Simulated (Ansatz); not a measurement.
## Ti2C: what the smearing entropy tells about the Fermi level

All numbers below come from Ansatz 0.2.0, DFT r2SCAN, scalar-relativistic, plane waves, PAW.

```yaml
crystal:
  lattice:
    - [1.54070, 0.88952, 4.81377]
    - [-1.54070, 0.88952, 4.81377]
    - [0.00000, -1.77905, 4.81377]
  atoms:
    - { symbol: Ti, position: [0.24550, 0.24550, 0.24550] }
    - { symbol: Ti, position: [0.75450, 0.75450, 0.75450] }
    - { symbol: C, position: [0.50000, 0.50000, 0.50000] }
```

The plane-wave cutoff is 500 eV. The Γ-centred k-mesh is 18×18×18. The spin treatment is unpolarised.

The same metal under several smearings of width σ, on one mesh. F is the free energy, TS the smearing's entropy term for the cell of 3 atoms, and E = F + TS. Gaussian occupations are ½ erfc[(ε − μ)/σ], and N counts both spins.

```
       rule  σ (eV) F − F(narrowest) (meV/atom) TS (meV/cell)
Fermi–Dirac    0.01                       -0.044          0.680
Fermi–Dirac    0.02                       -0.380          2.668
Fermi–Dirac    0.05                       -2.663         16.042
Fermi–Dirac     0.3                      -95.202        595.176
   Gaussian    0.02                        0.000          0.418
   Gaussian     0.1                       -1.606          9.870
   Gaussian     0.2                       -6.425         37.778
```

Q: For a density of states N (both spins) that is flat over the smeared range, TS = Nσ²/2 (Gaussian) and (π²/3)Nσ² (Fermi–Dirac). What N does each run give?

A:
| rule | σ (eV) | N (states/eV a cell) |
| --- | --- | --- |
| Fermi–Dirac | 0.01 | 2.07 |
| Fermi–Dirac | 0.02 | 2.03 |
| Fermi–Dirac | 0.05 | 1.95 |
| Fermi–Dirac | 0.3 | 2.01 |
| Gaussian | 0.02 | 2.09 |
| Gaussian | 0.1 | 1.97 |
| Gaussian | 0.2 | 1.89 |

Equal entropy needs σ_Gauss = π√(2/3) σ_FD = 2.57 σ_FD, so a Fermi–Dirac width acts like a Gaussian one 2.57 times as large. At moderate widths N lies between 1.89 and 2.03, nearly constant, so the density of states is smooth near the Fermi level and the mesh resolves it. At the narrowest widths only the few mesh levels within σ of μ count, so N can scatter there.

Q: To second order F = E0 − TS/2 and E = E0 + TS/2. How well does E0 = (E + F)/2 undo the smearing?

A:
```tsv
rule	σ (eV)	F − E0(narrowest) (meV/atom)	(E + F)/2 − E0(narrowest) (meV/atom)
Fermi–Dirac	0.01	-0.11	0.00
Fermi–Dirac	0.02	-0.45	0.00
Fermi–Dirac	0.05	-2.73	-0.06
Fermi–Dirac	0.3	-95.27	3.92
Gaussian	0.02	-0.07	0.00
Gaussian	0.1	-1.68	-0.03
Gaussian	0.2	-6.49	-0.20
```

At Gaussian 0.2 eV the free energy is off by -6.49 meV/atom and the mean by -0.20. What remains is of order σ⁴ plus the mesh error of the narrowest run, which is no exact reference. Forces and stress are derivatives of F, not of E0, so they keep the σ² error.

6 further runs of this set aren't shown.

Cost: 7 runs of about 6.1 core-minutes in all, on Arm Neoverse V1 (shared hosts).

The finite density of states, about one state per eV for each Ti, marks this Ti2C as a metal. The states at the Fermi level are probably mostly Ti 3d, since carbon takes up only part of the metal's valence electrons and its 2p levels form the Ti–C bonding bands lower down.

The density is smooth but not truly flat. N falls to 1.89 at the widest Gaussian, yet the widest Fermi–Dirac run breaks that decline and returns to 2.01. The error of the mean changes sign as well, from -0.20 to 3.92 meV/atom. This suggests a slope or shallow maximum near the Fermi level, with more d states further out that only the long Fermi–Dirac tails reach. The ordinary-looking N of that run is therefore an average over structure in the bands, and no sign that the second-order correction still holds. Whether the d states at the Fermi level would favour a magnetic moment remains untested.
